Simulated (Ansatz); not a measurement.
Reactions of C$_{2}$H$_{4}$FNSi, SMILES `N=C=C(F)[SiH3]`.

Calculated with Ansatz (gas phase, PBE0-D4/def2-TZVP geometries, no zero-point term in ΔE). CBS: MP2 limit from def2 TZ/QZ plus the TZ coupled-cluster correction, frozen cores. This one scheme is used for every species. For Br outer-core shells are correlated without core-valence functions, which leaves a few kJ/mol of doubt a bond. Scalar relativity is left out up to krypton. Each species was taken in one conformer, which may not be the lowest.

**Question.** Order these by ΔE at CCSD(T)/CBS, lowest first. (An estimate is asked.)
A. `N=C=C(F)[SiH3]` + `N=C(N)O` → `N/C(O)=N\[SiH3]` + `N=C=CF`
B. `N=C=C(F)[SiH3]` + `CC(O)O` → `CC(O)O[SiH3]` + `N=C=CF`
C. `N=C=C(F)[SiH3]` + `B[Si](O)(F)Cl` → `B[Si](F)(Cl)O[SiH3]` + `N=C=CF`
D. `N=C=C(F)[SiH3]` + `O[SiH](O)Br` → `O[Si](O)([SiH3])Br` + `N=C=CF`
E. `N=C=C(F)[SiH3]` + H₂ → `N=C=CF` + SiH₄

**Answer.** C (-90.8 kJ/mol), B (-64.0 kJ/mol), A (-52.7 kJ/mol), E (-7.6 kJ/mol), D (+16.7 kJ/mol).

Largest T1 diagnostic: 0.015, for `N=C=C(F)[SiH3]`.
